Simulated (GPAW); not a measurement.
Runs of GPAW 26.7.0 on InAs. Symmetry: F-43m, No. 216, cubic system. The conventional cell has a = 6.036 Å, b = 6.036 Å, c = 6.036 Å, α = 90.00°, β = 90.00°, γ = 90.00°. In (site symmetry -43m) is surrounded by 4 As at 2.61 Å. As (site symmetry -43m) has 4 In at 2.61 Å as nearest neighbours. 

```tsv
task	level	spin	cell	optimizer	fmax	max steps	convergence	band path	gap on the mesh (eV)	pressure (GPa)
relaxation of cell and atoms	PBE	off	relaxed	BFGS	0.02 eV/Å	60	density=1e-05 forces=0.0001	-	none	0.0
band structure	PBE	off	as given	-	-	-	-	GXWKGLUWLK,UX	-	4.1
band structure	PBE	SOC, no magnetisation	as given	-	-	-	-	GXWKGLUWLK,UX	-	4.1
band structure	rSCAN	SOC, no magnetisation	as given	-	-	-	-	GXWKGLUWLK,UX	0.12	(a)
```

Alike in all rows: potentials or basis GPAW PAW data sets (gpaw-data 1.2.1), pw; k mesh 6 × 6 × 6; cutoff (eV) 600; smearing fermi-dirac 0.05 eV.

Fill in the values left out.

(a) 2.0.

Caveats: spin-orbit coupling was added after a scalar SCF, so levels and gaps hold it while energy, forces, pressure and moments don't (some runs); this program's spin-orbit splittings come out too wide for heavy elements (some runs); later steps reuse the first step's grids (some runs); spin-orbit coupling is left out, which moves the levels of the heavy elements (some runs); the PAW data sets were made with another functional, which shifts forces and pressure a little (some runs).

A k mesh can miss the band edges, and rows without SOC leave out spin-orbit coupling on As, In.

A gap of «none» marks a metal or a gap under the smearing width.
